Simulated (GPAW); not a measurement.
# BAs (F-43m) in GPAW: equation of state

Aim: energy against volume of BAs in PBE, for its equilibrium volume and stiffness.

Program: GPAW 26.7.0. These are calculated values, not measurements. Logs are shortened: lines on timing, memory, paths and dates and some standing lists are left out, and cuts for length are marked. The log counts tension as positive stress, the text compression.

**Experimental background.**

From “Basic Physical Properties of Cubic Boron Arsenide”, 2019, arxiv:1911.11281, for a bulk crystal of BAs: bulk modulus 148 GPa.

How close the calculation comes is told below.

## (1) Starting point

It takes space group F-43m (No. 216, cubic). The conventional cell has a = 4.777 Å, b = 4.777 Å, c = 4.777 Å, α = 90.00°, β = 90.00°, γ = 90.00°. Around As (site symmetry -43m) lie 4 B at 2.07 Å. B (site symmetry -43m) has 4 As at 2.07 Å as nearest neighbours.

## (2) Equation of state, PBE

run.py

```python
from ase.eos import EquationOfState
from ase.io import Trajectory, read
from ase.units import GPa
from gpaw import GPAW, PW

atoms = read('POSCAR')

traj = Trajectory('eos.traj', 'w')
volumes, energies = [], []
for x in [0.94, 0.96, 0.98, 1.0, 1.02, 1.04, 1.06]:
    a = atoms.copy()
    a.set_cell(atoms.cell * x**(1 / 3), scale_atoms=True)
    calc = GPAW(mode=PW(800),
                xc='PBE',
                kpts={'size': (10, 10, 10), 'gamma': True},
                occupations={'name': 'fermi-dirac', 'width': 0.05},
                nbands=11,
                convergence={'density': 1e-05, 'energy': 1e-05},
                maxiter=150,
                txt=f'eos-{x:.2f}.txt')
    a.calc = calc
    energies.append(a.get_potential_energy(force_consistent=True))
    volumes.append(a.get_volume())
    p = -a.get_stress()[:3].mean() / GPa
    calc.write(f'eos-{x:.2f}.gpw')
    traj.write(a)
    print(f'{x:.2f} {volumes[-1]:10.4f} A^3 {energies[-1]:14.6f} eV {p:9.3f} GPa', flush=True)

v0, e0, B = EquationOfState(volumes, energies, eos='birchmurnaghan').fit()
print(f'V0 = {v0:.4f} A^3, E0 = {e0:.6f} eV, B0 = {B / GPa:.2f} GPa')
```

POSCAR

```
BAs
1.0
    0.0000000000      2.3885000000      2.3885000000
    2.3885000000      0.0000000000      2.3885000000
    2.3885000000      2.3885000000      0.0000000000
As B
1 1
Direct
    0.7500000000      0.7500000000      0.7500000000
    0.0000000000      0.0000000000      0.0000000000
```

Potentials or basis: GPAW PAW data sets (gpaw-data 1.2.1), pw.

The run is started by

```bash
$ OMP_NUM_THREADS=1 python run.py
```

Standard output:

```text
__  _  _
 | _ |_)|_||  |
 |__||  | ||/\| - 26.7.0

Input parameters:
  mode=PW(ecut=800.0),
  convergence={'density': 1e-05, 'energy': 1e-05},
  kpts=MonkhorstPack(size=(10, 10, 10), gamma=True),
  maxiter=150,
  nbands=11,
  occupations=Occupations(name='fermi-dirac', width=0.05),
  xc=XC(name='PBE')

Diagonalizing LCAO Hamiltonian
Converting LCAO to pw mode

                  As

       B

Atoms  # Å, Bohr magnetons
|   | symbol |        x |        y |        z |    initial magnetic moments |
|---|--------|----------|----------|----------|-----------------------------|
| 0 |     As | 3.509612 | 3.509612 | 3.509612 | ( 0.0000,  0.0000,  0.0000) |
| 1 |      B | 0.000000 | 0.000000 | 0.000000 | ( 0.0000,  0.0000,  0.0000) |

Unit cell  # Å
| periodic |        x |        y |        z |  lengths |    angles |
|----------|----------|----------|----------|----------|-----------|
|      yes | 0.000000 | 2.339741 | 2.339741 | 3.308894 | 60.000000 |
|      yes | 2.339741 | 0.000000 | 2.339741 | 3.308894 | 60.000000 |
|      yes | 2.339741 | 2.339741 | 0.000000 | 3.308894 | 60.000000 |

Number of symmetries: 24
Symmetry operations  # r_c * U_cc + t_c -> r_c
|    | kind |            matrix            |
|----|------|------------------------------|
|  0 |  E   |  1, 0, 0,  0, 1, 0,  0, 0, 1 |
|  1 |  σ   |  1, 0, 0,  0, 0, 1,  0, 1, 0 |
|  2 |  σ   |  1, 0,-1,  0, 1,-1,  0, 0,-1 |
|  3 |  C3  |  1, 0,-1,  0, 0,-1,  0, 1,-1 |
|  4 |  C3  |  1,-1, 0,  0,-1, 1,  0,-1, 0 |
|  5 |  σ   |  1,-1, 0,  0,-1, 0,  0,-1, 1 |
|  6 |  σ   |  0, 1, 0,  1, 0, 0,  0, 0, 1 |
|  7 |  C3  |  0, 1, 0,  0, 0, 1,  1, 0, 0 |
|  8 |  C2  |  0, 1,-1,  1, 0,-1,  0, 0,-1 |
|  9 |  S4  |  0, 1,-1,  0, 0,-1,  1, 0,-1 |
| 10 |  C3  |  0, 0, 1,  1, 0, 0,  0, 1, 0 |
| 11 |  σ   |  0, 0, 1,  0, 1, 0,  1, 0, 0 |
| 12 |  S4  |  0, 0,-1,  1, 0,-1,  0, 1,-1 |
| 13 |  C3  |  0, 0,-1,  0, 1,-1,  1, 0,-1 |
| 14 |  S4  |  0,-1, 1,  1,-1, 0,  0,-1, 0 |
| 15 |  C2  |  0,-1, 1,  0,-1, 0,  1,-1, 0 |
| 16 |  C3  |  0,-1, 0,  1,-1, 0,  0,-1, 1 |
| 17 |  S4  |  0,-1, 0,  0,-1, 1,  1,-1, 0 |
| 18 |  S4  | -1, 1, 0, -1, 0, 1, -1, 0, 0 |
| 19 |  C3  | -1, 1, 0, -1, 0, 0, -1, 0, 1 |
| 20 |  C3  | -1, 0, 1, -1, 1, 0, -1, 0, 0 |
| 21 |  S4  | -1, 0, 1, -1, 0, 0, -1, 1, 0 |
| 22 |  σ   | -1, 0, 0, -1, 1, 0, -1, 0, 1 |
| 23 |  C2  | -1, 0, 0, -1, 0, 1, -1, 1, 0 |

BZ-sampling:
  Number of BZ points: 1000
  Number of IBZ points: 47

  Monkhorst-Pack size: [10, 10, 10]
  Monkhorst-Pack shift: [0.05, 0.05, 0.05]

K-points  # in reciprocal-cell coordinates
|     |                                coordinates |     weight |
|-----|--------------------------------------------|------------|
|   0 | (  0.00000000,   0.00000000,   0.00000000) | 0.00100000 |
|   1 | (  0.10000000,   0.10000000,   0.00000000) | 0.00600000 |
|   2 | (  0.10000000,   0.10000000,   0.10000000) | 0.00800000 |
|   3 | (  0.20000000,   0.10000000,   0.10000000) | 0.01200000 |
|   4 | (  0.20000000,   0.20000000,   0.00000000) | 0.00600000 |
|   5 | (  0.20000000,   0.20000000,   0.10000000) | 0.02400000 |
|   6 | (  0.20000000,   0.20000000,   0.20000000) | 0.00800000 |
|   7 | (  0.30000000,   0.20000000,   0.10000000) | 0.02400000 |
|   8 | (  0.30000000,   0.20000000,   0.20000000) | 0.02400000 |
|   9 | (  0.30000000,   0.30000000,   0.00000000) | 0.00600000 |
| ... |                                            |            |
|  46 | (  0.50000000,   0.50000000,   0.50000000) | 0.00400000 |

Plane wave coefficients: 1363
Cutoff: 800.0 eV

Spin-components: 1 (collinear spins)
Bands:           11
Projectors:      10
Spin-degeneracy: 2
Datatype:        complex128

Density:
  Valence electrons: 8.0
  Components: 1
  Grid points: [24 24 24]
  Charge: 0.0  # |e|

Potential:
  Grid points: [24 24 24]

species:
  As:
    name:    Arsenic
    Z:       33.0
    valence: 5
    core:    28
    charge:  0.0  # [|e|]
    compensation charges:
      type: gauss
      rc: 0.33  # [Å]
      lmax: 2
    cutoffs:
      filter: 1.87  # [Å]
      core: 2.96  # [Å]
    projectors
    | kind |    occ | energy [eV] | rcut [Å] |
    |------|--------|-------------|----------|
    |   4s |  2.000 |     -14.487 |    1.058 |
    |   4p |  3.000 |      -5.196 |    1.058 |
    |    s |        |      12.725 |    1.058 |
    |    p |        |      22.016 |    1.058 |
    |    d |        |       0.000 |    1.058 |

    Using partial waves for As as LCAO basis

  B:
    name:    Boron
    Z:       5.0
    valence: 3
    core:    2
    charge:  0.0  # [|e|]
    compensation charges:
      type: gauss
      rc: 0.20  # [Å]
      lmax: 2
    cutoffs:
      filter: 1.14  # [Å]
      core: 1.38  # [Å]
    projectors
    | kind |    occ | energy [eV] | rcut [Å] |
    |------|--------|-------------|----------|
    |   2s |  2.000 |      -9.443 |    0.635 |
    |   2p |  1.000 |      -3.606 |    0.635 |
    |    s |        |      17.768 |    0.635 |
    |    p |        |      23.605 |    0.635 |
    |    d |        |       0.000 |    0.635 |

    Using partial waves for B as LCAO basis

Reference energy: -62172.463167  # eV

eigensolver:
  PPCG
  Converge bands: occupied
  niter=2

density mixing:
  MSR1-Mixer
  Pratt-step length: 0.05
  Maximum mixing coefficient: 0.75
  Old densities: 10
  SVD Regularization: 0.005
  Good broyden scale: 1.0
  Trust region scale: 1.0
  Backstep threshold: 4.0
  History deletion threshold: 6.0
  Fourier metric: weight=20.0, sigma=0.015

occupation numbers:
  Fermi-Dirac:
    width: 0.0500  # eV

poisson solver:
  ecut: 6400.0  # eV

xc functional:
  name: PBE with 2 nearest neighbor stencil

convergence criteria:
- Maximum integral of absolute [dens]ity change: 1e-05 electrons / valence electron
- Maximum [total energy] change in last 3 cyles: 1e-05 eV / valence electron
- Maximum integral of absolute [eigenst]ate change: 4e-08 eV^2 / valence electron
maximum number of iterations: 150

SCF iterations
|iter     | |      energy | eigst |  dens |
|---------|-|-------------|-------|-------|
|iter:   1| |  -12.012894 | -0.25 |       |
|iter:   2| |  -11.874871 | -2.31 | -0.70 |
|iter:   3| |  -11.323898 | -1.61 | -0.74 |
|iter:   4| |  -11.320672 | -3.05 | -1.44 |
|iter:   5| |  -11.321307 | -3.93 | -1.88 |
|iter:   6| |  -11.321351 | -5.60 | -2.63 |
|iter:   7| |  -11.321351c| -7.46c| -3.63 |
|iter:   8| |  -11.321351c| -8.71c| -4.14 |
|iter:   9| |  -11.321351c| -9.53c| -5.40c|

Converged in 9 steps
Energy contributions relative to reference atoms: (reference = -62172.463167)

Energy contributions:
  Kinetic:          27.318450
  Coulomb:         -23.584460
  Zero:             -0.007408
  External:          0.000000
  Xc:              -15.047933
  Entropy:          -0.000000
  Spinorbit:         0.000000
  ----------------------------
  Free energy:     -11.321351
  Extrapolated:    -11.321351

dipole moment: (-3.033302, -3.033302, -3.033302)  # |e|*Ang

Fermi level: 9.335
Eigenvalues  # (at kpt = [0.000, 0.000, 0.000])
| band index |      eig [eV] | occ [0-2] |
|------------|---------------|-----------|
|          0 |        -7.180 |     2.000 |
|          1 |         8.793 |     2.000 |
|          2 |         8.793 |     2.000 |
|          3 |         8.793 |     2.000 |
|          4 |        12.170 |     0.000 |
|          5 |        12.170 |     0.000 |
|          6 |        12.170 |     0.000 |
|          7 |        14.326 |     0.000 |
|          8 |        18.761 |     0.000 |
|          9 |        22.145 |     0.000 |
|         10 |        22.147 |     0.000 |

Gap: 1.117 eV
Transition (v -> c):
  (s=0, k=0, n=3, [0.00, 0.00, 0.00]) -> (s=0, k=24, n=4, [0.40, 0.40, 0.00])
Direct/indirect transitions are different
Direct gap: 3.377 eV
Transition at: (s=0, k=0, n=3, [0.00, 0.00, 0.00])

Stress tensor  # eV/Ang^3
|         x |         y |         z |
|-----------|-----------|-----------|
| -0.084330 | -0.000000 |  0.000000 |
| -0.000000 | -0.084330 |  0.000000 |
|  0.000000 |  0.000000 | -0.084330 |

# Writing to eos-0.94.gpw (mode='')
```

stdout:

```text
0.94    25.6173 A^3     -11.321351 eV    13.511 GPa
0.96    26.1624 A^3     -11.361226 eV     9.751 GPa
0.98    26.7074 A^3     -11.388917 eV     6.351 GPa
1.00    27.2525 A^3     -11.405605 eV     3.278 GPa
1.02    27.7975 A^3     -11.412331 eV     0.499 GPa
1.04    28.3426 A^3     -11.410060 eV    -2.012 GPa
1.06    28.8876 A^3     -11.399652 eV    -4.282 GPa
V0 = 27.9251 A^3, E0 = -11.412574 eV, B0 = 132.28 GPa
```

eos-0.96.txt:

```text
SCF iterations
|iter     | |      energy | eigst |  dens |
|---------|-|-------------|-------|-------|
|iter:   1| |  -12.012372 | -0.25 |       |
|iter:   2| |  -11.881481 | -2.31 | -0.70 |
|iter:   3| |  -11.363582 | -1.64 | -0.75 |
|iter:   4| |  -11.360623 | -3.08 | -1.44 |
|iter:   5| |  -11.361187 | -3.96 | -1.89 |
[... 40 lines left out ...]
  (s=0, k=0, n=3, [0.00, 0.00, 0.00]) -> (s=0, k=24, n=4, [0.40, 0.40, 0.00])
Direct/indirect transitions are different
Direct gap: 3.347 eV
Transition at: (s=0, k=0, n=3, [0.00, 0.00, 0.00])

Stress tensor  # eV/Ang^3
|         x |         y |         z |
|-----------|-----------|-----------|
| -0.060858 |  0.000000 |  0.000000 |
|  0.000000 | -0.060858 | -0.000000 |
|  0.000000 | -0.000000 | -0.060858 |

# Writing to eos-0.96.gpw (mode='')
```

Run time: 1.8 min. Hardware: 1 thread of Arm Neoverse V1, shared host; peak memory 0.25 GiB.

Results:

```yaml
Equilibrium_volume: 13.96 Å³/atom
Bulk_modulus: 132 GPa
Pressure_derivative_of_the_bulk_modulus: 4.1
```

Energy against volume, from the lowest point:
```csv
volume (Å³/atom),energy (meV/atom)
12.809,45.49
13.081,25.55
13.354,11.71
13.626,3.36
13.899,0.00
14.171,1.14
14.444,6.34
```

PBE usually gives volumes a little too large and moduli too small.

## (3) Against experiment

Step 2. Measured bulk modulus of BAs: 148 GPa (quoted in “Basic Physical Properties of Cubic Boron Arsenide”, 2019, arxiv:1911.11281). This calculation gives 132 GPa (-10.6 %). The fit is for a static lattice scaled at fixed shape and fixed fractional positions.
